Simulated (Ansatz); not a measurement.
## InSe: the change of largest V_zz and pressure with volume scale

Periodic Kohn-Sham DFT of a crystal at fixed atoms, scaled to volume_scale times the given cell; pressure positive in compression, energy less spherical unpolarised free atoms, largest_vzz the field gradient of largest size among the nuclei. The results are calculated, by Ansatz 0.2.0.

The cell before it is scaled or strained (space group C2/m, No. 12):
```
InSe
1.0
      5.8679    -2.0550     0.0000
      5.8679     2.0550     0.0000
     -1.5994     0.0000     4.3237
In Se
2 2
Direct
  0.88400 0.88400 0.00500
  0.11600 0.11600 0.99500
  0.66000 0.66000 0.64200
  0.34000 0.34000 0.35800
```

Settings of every row: method all-electron PAW; functional PBEsol; relativity scalar; k mesh 7x7x6; filling fermi-dirac; smearing width 0.02 eV; nucleus gaussian.

Atom start moment: 0 on all atoms.

Limits: field gradient without spin-orbit coupling on heavy atoms.

```csv
row,volume scale,V (Å³/atom),largest V_zz (1e21 V/m^2),pressure (GPa)
1,0.94,24.505,-19.174,4.049
2,0.96,25.026,-18.811,2.486
3,0.98,25.547,?,?
4,0.99,25.808,-18.277,0.457
5,1,26.068,-18.101,-0.145
6,1.01,26.329,-17.931,-0.712
7,1.02,26.59,-17.76,-1.248
8,1.04,27.111,-17.425,-2.229
9,1.06,27.633,-17.109,-3.1
```

Question: what largest V_zz and pressure should row 3 give?

Worked fit of largest V_zz. Take t = volume scale − 1. The shown rows have t = -0.06, -0.04, -0.01, 0, 0.01, 0.02, 0.04, 0.06. Least squares give largest V_zz = −18.1015 + 17.247 × t − 10.96 × t² 1e21 V/m^2; a straight line predicts inner rows, each left out in turn, worse (root mean square 0.013 against 0.0029 1e21 V/m^2). The rows lie off it by 0.002, -0.002, -0.002, 0.001, -0.001, 0.001, 0.004, -0.003. The withheld row has t = -0.02, so the fit gives −18.1015 + 17.247 × (-0.02) − 10.96 × (-0.02)² = -18.451 1e21 V/m^2.

The calculation gave -18.453 1e21 V/m^2. The fit lies 0.002 1e21 V/m^2 (0.097 % of the column's range) above it; its largest miss of a shown row is 0.004 1e21 V/m^2.

Worked fit of pressure. Take u = (V_r/V)^(2/3) − 1 with V_r = 26.199 Å³ an atom, which is twice the finite (Eulerian) strain; such expansions in the strain, on which the Birch-Murnaghan equation of state is built, carry the rest volume and the bulk modulus. The shown rows have u = 0.04557, 0.03101, 0.01007, 0.00335, -0.00329, -0.00983, -0.02255, -0.0349. Least squares give pressure = −0.4335 + 85.564 × u + 270.3 × u² + 231 × u³ GPa; a parabola predicts inner rows, each left out in turn, worse (root mean square 0.0038 against 0.0014 GPa). The rows lie off it by 0.000, -0.001, 0.001, -0.001, 0.000, 0.001, -0.001, 0.000. The pressure vanishes at u = 0.0050, or V = 26 Å³ an atom, and there the bulk modulus at fixed shape and fractions is B = −V dP/dV = (2/3)(1 + u) dP/du = 59.1 GPa. Letting shape and atoms relax would as a rule lower it, by much in layered, chain or molecular crystals. The withheld row has u = 0.01694, so the fit gives −0.4335 + 85.564 × (0.01694) + 270.3 × (0.01694)² + 231 × (0.01694)³ = 1.095 GPa.

The calculation gave 1.095 GPa. The fit meets it to the printed digit.
